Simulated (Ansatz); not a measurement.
HgTe: equation of state with r2SCAN

Crystal: HgTe.

```
CELL_PARAMETERS angstrom
-3.04560 3.04560 1.55941
3.04560 -3.04560 1.55941
3.04560 3.04560 -1.55941
ATOMIC_POSITIONS crystal
Hg 0.75000 0.25000 0.50000
Te 0.00000 0.00000 0.00000
```

Measurements of this composition are mostly on another form, of space group No. 216.

* Program: Ansatz 0.2.0
* Task: equation of state
* Functional: r2SCAN
* Potentials or basis: Ansatz PAW
* Cutoff: 500 eV
* Density cutoff: 2000 eV
* k mesh: 10 × 10 × 10
* Occupations: fermi-dirac, width 0.05 eV
* Spin: no spin polarisation

```
Equilibrium volume                        : 28.23 Å³/atom
Bulk modulus at fixed shape and positions : 47 GPa
Pressure derivative of the bulk modulus   : 5.2
```

Energy against volume, from the lowest point:
| volume (Å³/atom) | energy (meV/atom) |
| --- | --- |
| 27.193 | 5.98 |
| 27.772 | 1.06 |
| 28.351 | 0.00 |
| 28.929 | 2.34 |
| 29.508 | 7.66 |
| 30.086 | 15.63 |
| 30.665 | 25.91 |

All runs of the series together: 100 s on 2 threads of Arm Neoverse V2, with other jobs on the host.

Caveat: the cell was scaled at fixed shape and fractional positions, which overstates the stiffness of a crystal with free parameters, most of all of layers and chains; the PAW data sets were made with another functional, which shifts forces and pressure a little. Spin-orbit coupling is left out, which matters for the levels of Hg, Te.
